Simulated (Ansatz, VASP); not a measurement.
**SrO in VASP and in Ansatz**

The input INCAR:

```
SYSTEM = SrO
ALGO     = Normal         ! electronic algorithm
EDIFF    = 1E-7           ! SCF threshold, eV
ENCUT    = 520            ! plane-wave cutoff, eV
GGA      = PE             ! functional
ISIF     = 2              ! what is computed and relaxed
ISMEAR   = 0              ! smearing method
LASPH    = .True.         ! aspherical terms in the spheres
LCHARG   = .False.        ! write CHGCAR
LREAL    = .False.        ! projectors in reciprocal space
LWAVE    = .False.        ! write WAVECAR
NBANDS   = 24             ! bands
NELM     = 100            ! most SCF steps
PREC     = Accurate       ! precision mode
SIGMA    = 0.02           ! smearing width, eV
```

KPOINTS

```
k-points
0
Gamma
  9 9 6
  0 0 0
```

The input POSCAR:

```
SrO
1.0
    3.5532880902      0.0000000000      0.0000000000
   -1.7766440451      3.0772377531      0.0000000000
    0.0000000000      0.0000000000      6.2173039800
Sr O
2 2
Direct
    0.3333333300      0.6666666700      0.2500000000
    0.6666666700      0.3333333300      0.7500000000
    0.0000000000      0.0000000000      0.0000000000
    0.0000000000      0.0000000000      0.5603155325
```

Input for Ansatz:

```yaml
crystal:
  lattice:
    - [3.5532880902, 0.0, 0.0]
    - [-1.7766440451, 3.0772377531, 0.0]
    - [0.0, 0.0, 6.21730398]
  atoms:
    - { symbol: Sr, position: [0.33333333, 0.66666667, 0.25] }
    - { symbol: Sr, position: [0.66666667, 0.33333333, 0.75] }
    - { symbol: O, position: [0.0, 0.0, 0.0] }
    - { symbol: O, position: [0.0, 0.0, 0.5603155325] }
basis:
  ecutwfc: 420
kpoints:
  mp_grid: { grid: [9, 9, 6] }
hamiltonian:
  xc: pbe
scf:
  occupations: { method: gaussian, width: 0.02 }
output:
  forces: true
  stress: true
  eigenvalues: true
```

Change from the starting cell: one atom moved.

Alike in both runs: task single point; functional PBE; k mesh 9 × 9 × 6; occupations gaussian, width 0.02 eV; no spin polarisation.

|  | VASP | Ansatz |
| --- | --- | --- |
| version | VASP 6.6.1 | Ansatz 0.2.0 |
| potentials or method | VASP PAW PBE potentials, release 64 (Sr_sv, O) | scalar-relativistic, plane waves, PAW |
| plane-wave cutoff (eV) | 520 | 420 |
| valence electrons in the cell | 32 | 32 |

```csv
,VASP,Ansatz,Ansatz less VASP
gap on the k mesh at the Fermi level (eV),2.82,2.82,+0.005
least direct gap on the mesh (eV),2.82,2.82,+0.005
pressure (GPa),4.9,4.2,-0.66
largest component of the traceless stress (GPa),0.98,0.91,-0.072
rms of the force components (eV/Å),1.043,1.026,-0.0166
```

Atom by atom the forces differ by 0.021 eV/Å (rms over components).

Caveats: an odd mesh through Γ misses points on the zone boundary, where band edges often lie; forces of over 1 eV/Å show positions far from the minimum, so gaps and moduli don't describe the material at rest.
